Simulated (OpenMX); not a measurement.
**SnSe2 under changes of volume**

One of the cells (25.726 Å³/atom); the others are scaled copies at fixed shape and fractional positions:

```xyz
3
Lattice="3.8110 0.0000 0.0000 -1.9055 3.3004 0.0000 0.0000 0.0000 6.1360" Properties=species:S:1:pos:R:3 pbc="T T T"
Sn    0.0000    0.0000    0.0000
Se    1.9055    1.1001    4.6081
Se    0.0000    2.2003    1.5279
```

```yaml
Program: OpenMX 3.8.5
Functional: PBE
Potentials_or_basis: OpenMX 2013 PBE set, Sn7.0-s3p2d1, Se7.0-s3p2d1, fixed grid of 45 × 45 × 84 points
k_mesh: 9 × 9 × 5
Occupations: fermi-dirac, width 0.05 eV
Spin: no spin polarisation
```

```tsv
volume (Å³/atom)	energy over the lowest point (meV/atom)	gap on the mesh (eV)	largest force (eV/Å)
24.182	?	?	?
24.697	108.16	0.82	1.690
25.212	74.80	0.80	1.433
25.726	47.93	0.78	1.195
26.241	26.85	0.76	0.976
26.755	11.05	0.73	0.772
27.270	0.00	0.71	0.583
```

Question: What does the run at 24.182 Å³/atom give?

Answer: Energy over the lowest point 148.76 meV/atom; gap on the mesh 0.84 eV; largest force 1.966 eV/Å.

Worked out: A Birch-Murnaghan fit of order 3 (a polynomial in V^(-2/3)) to the other rows has no minimum within the range. It gives 148.67 meV/atom at 24.182 Å³/atom, against the run's 148.76. A straight line through the other rows of the gap, of slope -1.12 eV per unit of ln V, extrapolates to 0.85 eV, against the run's 0.84.

Energies are extrapolated to zero smearing.

Caveats: the basis has few d functions beyond the semicore shells, which can make volumes several per cent too large; spin-orbit coupling is left out, which moves the levels of the heavy elements; an odd mesh through Γ misses points on the zone boundary, where band edges often lie; this functional lacks dispersion, which binds the layers, so the pressure and a relaxed spacing across them are unreliable; the basis of atomic orbitals isn't converged, which shifts pressures, moduli and gaps; forces of over 1 eV/Å show positions far from the minimum, so gaps and moduli don't describe the material at rest (some runs).
